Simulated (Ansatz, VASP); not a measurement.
## Two plane-wave programs on Ge

```xyz
2
Lattice="1.4881 -2.6466 0.0000 1.4881 2.6466 0.0000 0.0000 0.0000 4.7276" Properties=species:S:1:pos:R:3 pbc="T T T"
Ge    1.4881   -0.8816    1.1819
Ge    1.4881    0.8816    3.5457
```

Change from the starting cell: strain +0.0200 x Voigt [0, 1, 0, 0, 0, 0], atoms carried along.

Alike in both runs: task single point; functional PBEsol; k mesh 18 × 18 × 10; occupations gaussian, width 0.15 eV; no spin polarisation.

|  | VASP | Ansatz |
| --- | --- | --- |
| version | VASP 6.6.1 | Ansatz 0.2.0 |
| potentials or method | VASP PAW PBE potentials, release 64 (Ge_d) | scalar-relativistic, plane waves, PAW |
| plane-wave cutoff (eV) | 520 | 420 |
| valence electrons in the cell | 28 | 28 |

```csv
,VASP,Ansatz,Ansatz less VASP
gap on the k mesh at the Fermi level (eV),none,none,-
pressure (GPa),-1.0,-1.0,-0.04
largest component of the traceless stress (GPa),0.67,0.67,0.000
rms of the force components (eV/Å),0.009,0.009,0.0000
```

Atom by atom the forces differ by 0.000 eV/Å (rms over components). A gap of «none» marks a metal or a gap that the smearing closes.

Caveats: the PAW data sets were made with another functional, which shifts forces and pressure a little (VASP).
